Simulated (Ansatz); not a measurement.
A run of Ansatz 0.2.0:

input.yaml

```yaml
crystal:
  lattice:
    - [-1.5765401831, 1.5765401831, 2.7119384313]
    - [1.5765401831, -1.5765401831, 2.7119384313]
    - [1.5765401831, 1.5765401831, -2.7119384313]
  atoms:
    - { symbol: Sb, position: [0.0, 0.0, 0.0] }
hamiltonian:
  xc: pbesol
  pseudopotentials: { kind: paw }
kpoints:
  mp_grid: { grid: [12, 12, 12] }
scf:
  occupations: { method: fermi_dirac, width: 0.05 }
output:
  forces: true
  stress: true
  eigenvalues: true
  write_density: true
  write_potential: true
  elf: true
  volumetric_format: npy
relax:
  f_tol: 0.01
  max_steps: 40
  cell: { stress_tol: 0.05 }
```

Potentials or basis: Ansatz PAW.

The run is started by

```bash
$ ansatz run input.yaml --threads 2 --pin off --max-ram 5632MiB --backend cpu --events-out ev --progress --plain --runs-dir out
```

Hardware: 2 threads of Arm Neoverse V1, on a shared host.

Problem. How long does it take, and how much memory?

Solution. It took 21 s on 2 threads of Arm Neoverse V1, with other jobs on the host, peak memory 0.35 GiB. Counts: scf iterations 39, plane waves 517, k points 163, bands 12, ion steps 8.
